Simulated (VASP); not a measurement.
# MoS₂: electric field gradients, by functional and GGA

MoS₂, P6_3/mmc (no. 194), 6 atoms in the cell.

| Functional | GGA | LASPH | Vzz of the first element (V/Å²) | Vzz of the second element (V/Å²) | Time (s) |
|---|---|---|---|---|---|
| LDA | CA | T | -81.13 | -52.74 | 16 |
| PBE | PE | T | -78.68 | -51.76 | 24 |
| PBEsol | PS | T | -78.60 | -51.86 | 21 |
| RPBE | RP | T | -78.80 | -52.33 | 20 |
| r2SCAN | default | T | -78.59 | -52.70 | 104 |
| SCAN | default | T | -76.25 | -52.53 | 94 |
| TPSS | default | T | -79.03 | -50.98 | 112 |
| PBE | PE | F | -78.61 | -51.16 | 16 |

## Input of the first row

INCAR:
```
GGA      = CA             # functional
PREC     = Accurate       # precision mode
ENCUT    = 400            # plane-wave cutoff, eV
EDIFF    = 1E-7           # SCF threshold, eV
LREAL    = F              # projectors in reciprocal space
LASPH    = T              # aspherical terms in the spheres
ALGO     = Normal         # electronic algorithm
NELM     = 120            # most SCF steps
LWAVE    = F              # write WAVECAR
LCHARG   = F              # write CHGCAR
ISMEAR   = 0              # smearing method
SIGMA    = 0.02           # smearing width, eV
KPAR     = 4            
LEFG     = T            
QUAD_EFG = -22 -67.8     
```

KPOINTS:
```
k-points
0
Gamma
  9 9 2
```

POSCAR:
```
MoS2
1.0
    3.1690000000      0.0000000000      0.0000000000
   -1.5845000000      2.7444345046      0.0000000000
    0.0000000000      0.0000000000     12.3240000000
Mo S
2 4
Direct
    0.6666666667      0.3333333333      0.7500000000
    0.3333333333      0.6666666667      0.2500000000
    0.6666666667      0.3333333333      0.3770000000
    0.3333333333      0.6666666667      0.8770000000
    0.6666666667      0.3333333333      0.1230000000
    0.3333333333      0.6666666667      0.6230000000
```

Commands:
```
cat potpaw_LDA.64/Mo_sv/POTCAR potpaw_LDA.64/S/POTCAR > POTCAR
mpirun -np 4 vasp_std > vasp.out
```

Changes of the last row against the first:
```
- GGA = CA
- LASPH = True
+ GGA = PE
+ LASPH = False
- cat potpaw_LDA.64/Mo_sv/POTCAR potpaw_LDA.64/S/POTCAR > POTCAR
+ cat potpaw_PBE.64/Mo_sv/POTCAR potpaw_PBE.64/S/POTCAR > POTCAR
```

VASP 6.6.1 took 16 s on 4 cores (Intel Xeon Platinum 8488C (Sapphire Rapids)), a shared host.
